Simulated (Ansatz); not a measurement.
# Pd: pressure against volume scale

All results are calculated (Ansatz 0.2.0). Periodic Kohn-Sham DFT of a crystal at fixed atoms, scaled to volume_scale times the given cell; pressure positive in compression, energy less spherical unpolarised free atoms, largest_vzz the field gradient of largest size among the nuclei.

The cell before it is scaled or strained (space group Fm-3m, No. 225):
```
Pd
1.0
      0.0000     1.9449     1.9449
      1.9449     0.0000     1.9449
      1.9449     1.9449     0.0000
Pd
1
Direct
  0.00000 0.00000 0.00000
```

Settings of every row: method frozen-core PAW; functional LDA; relativity scalar; k mesh 18x18x18; filling fermi-dirac; smearing width 0.05 eV; wave cutoff 420 eV; paw set soft_2.

Atom start moment: 0 on all atoms.

Limits: PAW files made with PBE.

```csv
row,volume scale,V (Å³/atom),pressure (GPa)
1,0.94,13.831,5.481
2,0.96,14.125,?
3,0.99,14.567,-6.128
4,1,14.714,-8.02
5,1.01,14.861,-9.788
6,1.02,15.008,-11.439
7,1.04,15.302,-14.422
8,1.06,15.597,-17.017
```

Question: what pressure should row 2 give?

Worked fit of pressure. Take u = (V_r/V)^(2/3) − 1 with V_r = 14.861 Å³ an atom, which is twice the finite (Eulerian) strain; such expansions in the strain, on which the Birch-Murnaghan equation of state is built, carry the rest volume and the bulk modulus. The shown rows have u = 0.04905, 0.01341, 0.00665, 0, -0.00654, -0.01931, -0.03171. Least squares give pressure = −9.7881 + 259.156 × u + 1014.59 × u² + 986.9 × u³ GPa; a parabola predicts inner rows, each left out in turn, worse (root mean square 0.014 against 0.00098 GPa). The rows lie off it by 0.000, 0.000, 0.000, 0.000, 0.001, -0.001, 0.000. The pressure vanishes at u = 0.0333, or V = 14.15 Å³ an atom, and there the bulk modulus at fixed shape and fractions is B = −V dP/dV = (2/3)(1 + u) dP/du = 227 GPa. The withheld row has u = 0.03444, so the fit gives −9.7881 + 259.156 × (0.03444) + 1014.59 × (0.03444)² + 986.9 × (0.03444)³ = 0.381 GPa.

The calculation gave 0.37 GPa. The fit lies 0.011 GPa (3 % of the value, 0.049 % of the column's range) above it; its largest miss of a shown row is 0.001 GPa.
